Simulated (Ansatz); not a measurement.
# HfB (rocksalt): exact exchange against the cheap answer (a further series)

Aim: see how the gap and pressure of HfB (rocksalt) move with the amount and range of exact exchange, and what each run costs.

Computed with Ansatz 0.2.0 (DFT at several levels, plane waves, PAW, unless a step's input says otherwise).

## Step 1: The structure to begin with

Symmetry: Fm-3m, No. 225, cubic system. Conventional cell: a = 4.620 Å, b = 4.620 Å, c = 4.620 Å, α = 90.00°, β = 90.00°, γ = 90.00°. Hf (site symmetry m-3m) has 6 B at 2.31 Å in its first shell of neighbours. Around B (site symmetry m-3m) lie 6 Hf at 2.31 Å.

As a file:

```
Hf B
1.0
     0.00000    2.31000    2.31000
     2.31000    0.00000    2.31000
     2.31000    2.31000    0.00000
Hf B
1 1
Direct
  0.50000 0.50000 0.50000
  0.00000 0.00000 0.00000
```

An earlier run on this cell at PBE gave 29.89 GPa at 12.326 Å³/atom (8×8×8 mesh), a metal on this mesh. The cell is compressed at this level.

All runs below keep this geometry.

Levels to run, all on a 6×6×6 mesh: LC-ωPBE; HSE06 form (screening 0.3 Å⁻¹); HSE06 form (screening 0.6 Å⁻¹). Hardware: 4 threads of Arm Neoverse V1, shared host.

An earlier series ran PBE on this mesh: volume 12.326 Å³/atom, pressure 29.76 GPa, a metal on this mesh.

## Step 2: LC-ωPBE

Input file input.yaml:

```yaml
crystal:
  lattice:
    - [0.0, 2.3100005622, 2.3100005622]
    - [2.3100005622, 0.0, 2.3100005622]
    - [2.3100005622, 2.3100005622, 0.0]
  atoms:
    - { symbol: Hf, position: [0.5, 0.5, 0.5] }
    - { symbol: B, position: [0.0, 0.0, 0.0] }
basis:
  ecutwfc: 420
  ecutrho_ratio: 4
kpoints:
  mp_grid: { grid: [6, 6, 6] }
hamiltonian:
  xc: lc_wpbe
scf:
  occupations: { method: gaussian, width: 0.05 }
  n_extra_bands: 9
output:
  forces: true
  stress: true
  eigenvalues: true
  populations: true
  dos: { projected: true, de: 0.02 }
```

On the command line:

```console
$ ansatz run input.yaml --threads 4 --pin off --max-ram 8192MiB --backend cpu --events-out ev --progress --plain --runs-dir out
```

Standard output, shortened:

```text
Warning: output.stress: scf.convergence.dr2_threshold = 1e-7 eV (the SCF's general default) is looser than the 2e-10 eV advised for a printed stress (1e-10 eV for each atom of the cell: 2). What an SCF threshold leaves in a stress goes as its square root, and in the free energy as the [...]
Warning: output.stress: scf.exx.energy_threshold = 1e-6 eV is looser than the 2e-8 eV advised for a stress under a hybrid functional (1e-8 eV for each atom of the cell: 2). Every SCF of the exchange loop can meet its threshold on dr2 while the loop round them stops early: no threshold on [...]
Warning: RAYON_NUM_THREADS=4 ignored (pool sized by the plan → 4); use --threads N
scf.n_extra_bands = 9 over 15 filled bands (N_el = 29.0): the run solves 24 bands
[...]
Pseudopotentials: kind: paw
Pseudopotential: Hf, paw, valence charge 26, recommended cutoff 420 eV (normal), Hf.paw.azcp
Pseudopotential: B, paw, valence charge 3, recommended cutoff 420 eV (normal), B.paw.azcp
Functional definition: LC-wPBE
[...]
Crystal: 2 atoms, lattice volume = 24.653 Å³
Basis set: ecut = 420 eV, 531 PW (Γ), exchange–correlation on 48×48×48 points (8 copies of the dense FFT grid, shifted against one another)
Bands: 24, of which v1, the nominal top of the filled ones, is band 15 counted from 1 (14 counted from 0)
Symmetry: 48 space group operations
Space group: Fm-3m (ITA 225), of the structure as read, at distance tolerance 2.9e-5 Å
k-points: 16 of 216
[...]
SCF iter   1: F=—  HF=-15877.827868 eV  |F-HF|=—  |Δ(HF+E_count)|=         —  Δρ=3.01e-3  dr2=1.55e-3  ethr=1.77e-3  ⟨swp⟩=6.8  Hψ=1557  notcnv=0
[...]
Frozen-core exchange: fock
[...]
hybrid outer 1: dexx = +2.704e-2 eV, tail = 1.87e-2 eV
[...]
Frozen-core exchange: fock
[...]
hybrid outer 2: dexx = +1.992e-3 eV, tail = 1.62e-3 eV, Δε = 1.65e-1 eV (about 6.36e-2 eV left of the loop's levels)
[...]
Frozen-core exchange: fock
[...]
SCF 4 stopped early in 5 iterations: F = -15868.720340 eV  dr2 = 2.29e-5
hybrid outer 3: dexx = +3.858e-4 eV, tail = 3.08e-4 eV, Δε = 5.91e-2 eV (about 1.25e-2 eV left of the loop's levels)
[...]
Frozen-core exchange: fock
[...]
hybrid outer 4: dexx = +1.009e-5 eV, tail = 4.72e-7 eV, Δε = 1.25e-2 eV (about 1.98e-3 eV left of the loop's levels)
[...]
Frozen-core exchange: fock
[...]
SCF iter   2: F=-15868.720387 eV  HF=-15868.720387 eV  |F-HF|=1.22e-9  |Δ(HF+E_count)|=   2.46e-9  Δρ=2.67e-6  dr2=1.98e-9  ethr=4.08e-11  ⟨swp⟩=3.6  Hψ=676  notcnv=0
[...]
hybrid outer 5: dexx = +9.083e-9 eV, tail = 5.77e-9 eV, Δε = 3.49e-4 eV (about 1.63e-4 eV left of the loop's levels), ΔF = 5.26e-30 eV/Å (tail inf)
hybrid SCF converged: 5 outer / 28 inner (+6 warm-up), last move |dexx| = 9.08e-9 eV, tail = 5.77e-9 eV
Stability not checked: this state was not tested for a lower state beside it, because the functional holds exact exchange (a hybrid, or Hartree-Fock), whose exchange loop this test does not read (fock_operator; see scf.lower_state_search)
Free energy (F): -15868.720387 eV
Frozen-core exchange: fock
[...]
E sigma→0 (E₀):  -15868.718819 eV
Entropy (-TS):   -0.003134 eV (-1.567 meV/atom)
Fermi energy:    18.366057 eV
[...]
--- Forces (eV/Å), atoms counted from 1 ---
  atom   1  Hf     0.00000000     0.00000000     0.00000000
  atom   2  B     -0.00000000    -0.00000000    -0.00000000
[...]
--- Stress (GPa, compression-positive) ---
       25.049662       0.000000       0.000000
        0.000000      25.049662       0.000000
        0.000000       0.000000      25.049662
  P = ⅓ Tr σ = 25.0497 GPa (250.497 kbar)
--- Band table (eV; the first three rows and the last of 16) ---
[... band rows left out ...]
[...]
--- Löwdin populations: 2 sites ---
  site symbol       q [e]
     0     Hf     25.3344
     1      B      3.6264
  spilling = 0.001351 (of n_electrons = 29.000000)
```

Wall time 16 s (4 threads of Arm Neoverse V1, shared host); peak memory 0.98 GiB.

Read off: volume 12.326 Å³/atom, pressure 25.05 GPa, a metal on this mesh.

Counts of states by energy window, in eV from the Fermi level:

```csv
from,to,total,Hf 5d,B 2p
-7,-6,0.18,0.06,0.05
-6,-5,0.69,0.27,0.28
-5,-4,0.67,0.22,0.35
-4,-3,0.81,0.35,0.38
-3,-2,1.01,0.56,0.39
-2,-1,0.96,0.51,0.42
-1,0,0.49,0.24,0.23
0,1,0.35,0.17,0.17
1,2,0.29,0.14,0.14
2,3,0.26,0.12,0.13
3,4,0.19,0.08,0.10
4,5,0.09,0.04,0.04
5,6,0.17,0.07,0.09
```

Below -7 eV the file holds 1.2 more states, down to its end at -10 eV.

## Step 3: HSE06 form (screening 0.3 Å⁻¹)

input.yaml, as its differences from that of step 2:

```diff
@@ -14,3 +14,3 @@
 hamiltonian:
-  xc: lc_wpbe
+  xc: { preset: hse06, exx: { coeff: 0.25, omega: 0.3 } }
 scf:
```

On the command line:

```console
$ ansatz run input.yaml --threads 4 --pin off --max-ram 8192MiB --backend cpu --events-out ev --progress --plain --runs-dir out
```

Standard output:

```text
Warning: output.stress: scf.convergence.dr2_threshold = 1e-7 eV (the SCF's general default) is looser than the 2e-10 eV advised for a printed stress (1e-10 eV for each atom of the cell: 2). What an SCF threshold leaves in a stress goes as its square root, and in the free energy as the threshold itself, and one threshold admits the most on a small cell: of the crystals measured, under no hybrid functional and no lock of the moments, on runs that ended without the residual-converged pass, on stresses that held no estimate of that error, the worst erred by over 100 MPa in a component at 1e-7 eV an atom and by under 5 at 1e-10. Set scf.convergence.dr2_threshold to 2e-10 eV or tighter. The threshold is an SCF's pass mark: one that does not reach it within its budget of iterations ends unconverged, or closes short of it on a stop that the run arms, and scf.convergence.dr2_threshold's page says what that costs each kind of run
Warning: output.stress: scf.exx.energy_threshold = 1e-6 eV is looser than the 2e-8 eV advised for a stress under a hybrid functional (1e-8 eV for each atom of the cell: 2). Every SCF of the exchange loop can meet its threshold on dr2 while the loop round them stops early: no threshold on dr2 bounds what that leaves in the stress. Set scf.exx.energy_threshold to 2e-8 eV or tighter. The threshold is the loop's pass mark: a loop that does not reach it within its budget of cycles ends unconverged, and scf.exx.energy_threshold's page has the law
Warning: RAYON_NUM_THREADS=4 ignored (pool sized by the plan → 4); use --threads N
scf.n_extra_bands = 9 over 15 filled bands (N_el = 29.0): the run solves 24 bands
Engine: ansatz 0.2.0, aarch64-unknown-linux-gnu
Pseudopotentials: kind: paw
Pseudopotential: Hf, paw, valence charge 26, recommended cutoff 420 eV (normal), Hf.paw.azcp
Pseudopotential: B, paw, valence charge 3, recommended cutoff 420 eV (normal), B.paw.azcp
Functional definition: unnamed
  parameter a_1 = 0.25
  parameter omega_1 = 0.3/angstrom
  exchange = pbe_x + (-a_1)*pbe_x_sr(omega_1) + a_1*exact_x_sr(omega_1)
  correlation = pbe_c
Crystal: 2 atoms, lattice volume = 24.653 Å³
Basis set: ecut = 420 eV, 531 PW (Γ), exchange–correlation on 48×48×48 points (8 copies of the dense FFT grid, shifted against one another)
Bands: 24, of which v1, the nominal top of the filled ones, is band 15 counted from 1 (14 counted from 0)
Symmetry: 48 space group operations
Space group: Fm-3m (ITA 225), of the structure as read, at distance tolerance 2.9e-5 Å
k-points: 16 of 216
Non-local potential: Hf, projectors of the file, l = 0: 3, l = 1: 2, l = 2: 2, l = 3: 3
Non-local potential: B, projectors of the file, l = 0: 2, l = 1: 2, l = 2: 1
PAW form: soft (Blöchl's): semilocal exchange-correlation on the pseudo side does not see the compensation charge
PAW frozen core: Hf, regenerated for the run's functional, and the local potential with it (the file was generated under x = pbe(κ = 0.804, μ = 0.2195149727645171), c = pbe(β = 0.06672455060314922))
PAW frozen core: B, regenerated for the run's functional, and the local potential with it (the file was generated under x = pbe(κ = 0.804, μ = 0.2195149727645171), c = pbe(β = 0.06672455060314922))
PAW one-centre angular grid: Hf, 590 points (default); XC on 64 Gauss nodes
PAW one-centre angular grid: B, 110 points (default); XC on 64 Gauss nodes
Initial density: superposition of atomic densities (neutral atoms: chi_scale 0, normalization atom), corrected by the library's trained network
Initial wavefunctions: pseudopotential atomic-orbital guess
Functional: x = pbe(κ = 0.804, μ = 0.2195149727645171), c = pbe(β = 0.06672455060314922), warm-up for x = pbe(κ = 0.804, μ = 0.2195149727645171) + 0.25 (exact − pbe) at short range (hse, ω = 0.3 Å⁻¹), c = pbe(β = 0.06672455060314922)
SCF iter   1: F=—  HF=-15877.827218 eV  |F-HF|=—  |Δ(HF+E_count)|=         —  Δρ=3.04e-3  dr2=1.64e-3  ethr=1.77e-3  ⟨swp⟩=6.8  Hψ=1555  notcnv=0
preconditioner: auto → none  [insulator: Δε(μ)=0.512 eV  Ē_g=23.174 eV  σ=0.050 eV  W_gap=0.51  n_scr=14 (ndim 8)  ℏωp=38.9 eV  f_vac=0.000  D(μ)=2.71/eV (n_scr^D=26)]
SCF iter   2: F=—  HF=-15877.826879 eV  |F-HF|=—  |Δ(HF+E_count)|=   3.39e-4  Δρ=1.42e-3  dr2=3.45e-4  ethr=5.65e-6  ⟨swp⟩=3.2  Hψ=833  notcnv=0  defer=2
SCF iter   3: F=—  HF=-15877.826855 eV  |F-HF|=—  |Δ(HF+E_count)|=   2.37e-5  Δρ=5.41e-4  dr2=3.87e-5  ethr=1.19e-6  ⟨swp⟩=3.1  Hψ=773  notcnv=0  defer=1
iter 4 solved again at ethr=3.69e-9 eV; its pass at ethr=1.33e-7 eV (dr2=1.07e-6 eV) is discarded
SCF iter   4: F=—  HF=-15877.826840 eV  |F-HF|=—  |Δ(HF+E_count)|=   1.58e-5  Δρ=1.05e-4  dr2=1.07e-6  ethr=3.69e-9  ⟨swp⟩=2.2  Hψ=1411  notcnv=0
SCF iter   5: F=—  HF=-15877.826840 eV  |F-HF|=—  |Δ(HF+E_count)|=   6.05e-7  Δρ=9.70e-6  dr2=1.23e-8  ethr=3.68e-9  ⟨swp⟩=2.9  Hψ=636  notcnv=0
SCF iter   6: F=-15877.826840 eV  HF=-15877.826840 eV  |F-HF|=5.13e-10  |Δ(HF+E_count)|=   4.17e-9  Δρ=1.40e-6  dr2=1.98e-10  ethr=4.25e-11  ⟨swp⟩=3.8  Hψ=830  notcnv=0
SCF 1 converged in 6 iterations: F = -15877.826840 eV  dr2 = 1.98e-10
Initial density: handed on by an earlier stage of this run
Initial wavefunctions: those handed on with the density
Functional: x = pbe(κ = 0.804, μ = 0.2195149727645171) + 0.25 (exact − pbe) at short range (hse, ω = 0.3 Å⁻¹), c = pbe(β = 0.06672455060314922)
Exchange kernel: α = 0.2500, screened, ω = 0.3000 Å⁻¹, Wigner–Seitz truncation, v(0) = 502.6337 eV·Å³, q-mesh 6×6×6, nearest image of the exchange supercell L = 19.60 Å, pair-density grid 12×12×12, without the augmentation charges, whose exchange is taken in its separable form by FFT convolution over the k-point mesh (sized by the pseudopotential files, 18×18×18 at the most), smooth part of the exact exchange by density-matrix convolution
Frozen-core exchange: fock
iter 1 solved again at ethr=1.23e-5 eV; its pass at ethr=1.00e-1 eV (dr2=3.57e-3 eV) is discarded
SCF iter   1: F=—  HF=-15878.194819 eV  |F-HF|=—  |Δ(HF+E_count)|=         —  Δρ=6.58e-3  dr2=5.85e-3  ethr=1.23e-5  ⟨swp⟩=4.2  Hψ=2090  notcnv=0
preconditioner: auto → none  [insulator: Δε(μ)=0.672 eV  Ē_g=26.545 eV  σ=0.050 eV  W_gap=0.55  n_scr=14 (ndim 8)  ℏωp=38.9 eV  f_vac=0.000  D(μ)=3.11/eV (n_scr^D=58)]
SCF iter   2: F=—  HF=-15878.150272 eV  |F-HF|=—  |Δ(HF+E_count)|=   4.45e-2  Δρ=7.13e-3  dr2=1.05e-2  ethr=1.23e-5  ⟨swp⟩=4.0  Hψ=1231  notcnv=0
[... 1 line left out ...]
SCF iter   4: F=—  HF=-15878.151567 eV  |F-HF|=—  |Δ(HF+E_count)|=   6.18e-3  Δρ=8.31e-4  dr2=1.37e-4  ethr=1.33e-6  ⟨swp⟩=4.0  Hψ=905  notcnv=0
SCF iter   5: F=—  HF=-15878.151269 eV  |F-HF|=—  |Δ(HF+E_count)|=   2.98e-4  Δρ=1.71e-4  dr2=8.27e-6  ethr=4.57e-7  ⟨swp⟩=3.0  Hψ=749  notcnv=0
SCF iter   6: F=-15878.151261 eV  HF=-15878.151262 eV  |F-HF|=1.32e-7  |Δ(HF+E_count)|=   7.39e-6  Δρ=3.99e-5  dr2=4.26e-6  ethr=1.18e-8  ⟨swp⟩=3.9  Hψ=993  notcnv=0
SCF 2 stopped early in 6 iterations: F = -15878.151261 eV  dr2 = 4.26e-6
hybrid outer 1: dexx = +6.516e-3 eV, tail = 4.88e-4 eV
Exchange kernel: α = 0.2500, screened, ω = 0.3000 Å⁻¹, Wigner–Seitz truncation, v(0) = 502.6337 eV·Å³, q-mesh 6×6×6, nearest image of the exchange supercell L = 19.60 Å, pair-density grid 12×12×12, without the augmentation charges, whose exchange is taken in its separable form by FFT convolution over the k-point mesh (sized by the pseudopotential files, 18×18×18 at the most), smooth part of the exact exchange by density-matrix convolution
Frozen-core exchange: fock
SCF iter   1: F=—  HF=-15878.151381 eV  |F-HF|=—  |Δ(HF+E_count)|=         —  Δρ=1.14e-4  dr2=6.92e-7  ethr=8.41e-6  ⟨swp⟩=2.0  Hψ=768  notcnv=0
preconditioner: auto → none  [insulator: Δε(μ)=0.690 eV  Ē_g=26.142 eV  σ=0.050 eV  W_gap=0.57  n_scr=14 (ndim 8)  ℏωp=38.9 eV  f_vac=0.000  D(μ)=3.26/eV (n_scr^D=58)]
SCF iter   2: F=—  HF=-15878.151381 eV  |F-HF|=—  |Δ(HF+E_count)|=   4.42e-7  Δρ=4.26e-5  dr2=1.31e-7  ethr=2.24e-9  ⟨swp⟩=4.0  Hψ=1057  notcnv=0
SCF iter   3: F=—  HF=-15878.151381 eV  |F-HF|=—  |Δ(HF+E_count)|=   7.32e-8  Δρ=6.81e-6  dr2=3.76e-8  ethr=3.09e-10  ⟨swp⟩=3.7  Hψ=845  notcnv=0
SCF iter   4: F=—  HF=-15878.151382 eV  |F-HF|=—  |Δ(HF+E_count)|=   2.24e-7  Δρ=4.42e-6  dr2=3.79e-9  ethr=9.85e-12  ⟨swp⟩=4.2  Hψ=1201  notcnv=0
SCF iter   5: F=-15878.151382 eV  HF=-15878.151382 eV  |F-HF|=5.82e-10  |Δ(HF+E_count)|=   4.02e-9  Δρ=1.15e-6  dr2=6.18e-10  ethr=9.85e-12  ⟨swp⟩=3.0  Hψ=724  notcnv=0
SCF 3 converged in 5 iterations: F = -15878.151382 eV  dr2 = 6.18e-10
  Residual-converged pass: ⟨swp⟩=2.0  Hψ=582  notcnv=0  max |occ|·‖R‖ = 2.3e-6 eV (tolerance 2.4e-6 eV)  dr2=6.20e-10  dr2_onsite=7.41e-10  max |Δocc| = 9.5e-13
hybrid outer 2: dexx = +4.655e-7 eV, tail = 1.84e-7 eV, Δε = 5.41e-3 eV (about 4.16e-4 eV left of the loop's levels)
Exchange kernel: α = 0.2500, screened, ω = 0.3000 Å⁻¹, Wigner–Seitz truncation, v(0) = 502.6337 eV·Å³, q-mesh 6×6×6, nearest image of the exchange supercell L = 19.60 Å, pair-density grid 12×12×12, without the augmentation charges, whose exchange is taken in its separable form by FFT convolution over the k-point mesh (sized by the pseudopotential files, 18×18×18 at the most), smooth part of the exact exchange by density-matrix convolution
Frozen-core exchange: fock
SCF iter   1: F=—  HF=-15878.151382 eV  |F-HF|=—  |Δ(HF+E_count)|=         —  Δρ=4.67e-6  dr2=1.54e-9  ethr=3.17e-9  ⟨swp⟩=3.1  Hψ=786  notcnv=0
SCF iter   2: F=-15878.151382 eV  HF=-15878.151382 eV  |F-HF|=4.93e-10  |Δ(HF+E_count)|=  4.77e-10  Δρ=5.71e-7  dr2=6.67e-11  ethr=5.16e-12  ⟨swp⟩=3.1  Hψ=748  notcnv=0
SCF 4 converged in 2 iterations: F = -15878.151382 eV  dr2 = 6.67e-11
  Residual-converged pass: ⟨swp⟩=2.6  Hψ=622  notcnv=0  max |occ|·‖R‖ = 2.2e-6 eV (tolerance 2.4e-6 eV)  dr2=6.88e-11  dr2_onsite=6.46e-10  max |Δocc| = 1.3e-12
hybrid outer 3: dexx = +3.909e-10 eV, tail = 1.51e-9 eV, Δε = 1.31e-4 eV (about 3.97e-5 eV left of the loop's levels), ΔF = 6.31e-29 eV/Å (tail inf)
hybrid SCF converged: 3 outer / 13 inner (+6 warm-up), last move |dexx| = 3.91e-10 eV, tail = 1.51e-9 eV
Stability not checked: this state was not tested for a lower state beside it, because the functional holds exact exchange (a hybrid, or Hartree-Fock), whose exchange loop this test does not read (fock_operator; see scf.lower_state_search)
Free energy (F): -15878.151382 eV
Frozen-core exchange: fock
Harris-Foulkes:  -15878.151382 eV  (|F-HF|=4.93e-10)
Internal energy: -15878.147310 eV  (E = F + TS)
E sigma→0 (E₀):  -15878.149346 eV
Entropy (-TS):   -0.004072 eV (-2.036 meV/atom)
Fermi energy:    19.242308 eV
--- Per-component energies (eV) ---
  E_band       = 53.213736
  E_kinetic    = 474.906720
  E_local      = -5006.343027  (includes V_loc(G=0)·N_el)
  E_nonlocal   = -1244.767184
  E_hartree    = 2385.895373
  E_xc         = -268.264781
  E_vxc        = -246.078097  (∫ρ·V_xc dr)
  E_exx        = -115.339280  (= α·E_x^exact, valence–valence)
  E_paw        = -6946.066850  (= ΣΔE_a)
  E_vpaw       = 1534.383491  (= ΣTr[D̂ρ^β])
  E_aug_tail   = -0.000004  (compensation charges beyond the density's cutoff)
  E_ewald      = -5159.293307
  E_core_change = 1.125029  (= ΣΔE_core)
  E_smearing   = -0.004072  (= −TS)
  E_closure    = 0.000001  (closes the sum)
  Σ components = -15878.151382   (vs F -15878.151382, Δ=0.00e0)
--- Forces (eV/Å), atoms counted from 1 ---
  atom   1  Hf     0.00000000    -0.00000000    -0.00000000
  atom   2  B     -0.00000000     0.00000000    -0.00000000
  max |Σ_I F_I| component: 7.80e-29 eV/Å
--- Stress (GPa, compression-positive) ---
       29.967820       0.000000      -0.000000
        0.000000      29.967820      -0.000000
        0.000000       0.000000      29.967820
  P = ⅓ Tr σ = 29.9678 GPa (299.678 kbar)
--- Band table (eV; the first three rows and the last of 16) ---
  k-point 0: bands = ["-43.5183", "-10.6405", "-10.6405", "-10.6405", "6.5456", "6.5556", "6.5556", "6.5556", "6.6340", "6.6340", "6.6340", "8.6699", "22.1775", "22.1775", "22.1775", "23.9633", "23.9633", "23.9633", "24.1891", "24.1891", "31.7843", "33.4342", "46.3945", "46.3945"]
  k-point 1: bands = ["-43.5046", "-10.8636", "-10.6599", "-10.6599", "6.5487", "6.5584", "6.5697", "6.5697", "6.6196", "6.6196", "6.6345", "9.5317", "19.9261", "20.6579", "20.6579", "23.2596", "23.2596", "24.8612", "28.0514", "28.0514", "33.7603", "34.2466", "41.3453", "42.6633"]
  k-point 2: bands = ["-43.4773", "-11.2859", "-10.6985", "-10.6985", "6.5389", "6.5822", "6.5850", "6.5850", "6.6072", "6.6072", "6.6354", "11.6745", "16.9996", "18.6671", "18.6671", "25.2602", "25.2602", "25.8557", "32.2492", "32.3702", "32.3702", "37.4783", "37.4783", "37.5842"]
  k-point 15: bands = ["-43.4446", "-11.2907", "-11.0519", "-10.9354", "6.5786", "6.5786", "6.5809", "6.5997", "6.6044", "6.6062", "6.6069", "12.6091", "17.9758", "17.9851", "18.9717", "24.0217", "27.2107", "28.1131", "28.3529", "31.2446", "35.9197", "36.2750", "38.4484", "40.9722"]
--- Löwdin populations: 2 sites ---
  site symbol       q [e]
     0     Hf     25.3916
     1      B      3.5814
  spilling = 0.000932 (of n_electrons = 29.000000)
```

Run time: 10 s. Hardware: 4 threads of Arm Neoverse V1, shared host; peak memory 0.88 GiB.

In short: volume 12.326 Å³/atom, pressure 29.97 GPa, a metal on this mesh.

Counts of states by energy window, in eV from the Fermi level:

```csv
from,to,total,Hf 5d,B 2p,B 2s
-7,-6,0.96,0.39,0.06,0.38
-6,-5,0.36,0.14,0.04,0.14
-5,-4,0.03,0.01,0.00,0.01
-4,-3,0.56,0.23,0.20,0.08
-3,-2,0.83,0.33,0.38,0.05
-2,-1,1.33,0.60,0.62,0.04
-1,0,1.92,1.04,0.80,0.03
0,1,0.84,0.42,0.39,0.01
1,2,0.42,0.21,0.20,0.00
2,3,0.15,0.07,0.07,0.00
3,4,0.48,0.26,0.19,0.01
4,5,0.60,0.40,0.16,0.01
5,6,0.92,0.67,0.18,0.02
```

Below -7 eV the file holds 0.7 more states, down to its end at -10 eV.

[end of part 1 of 2]
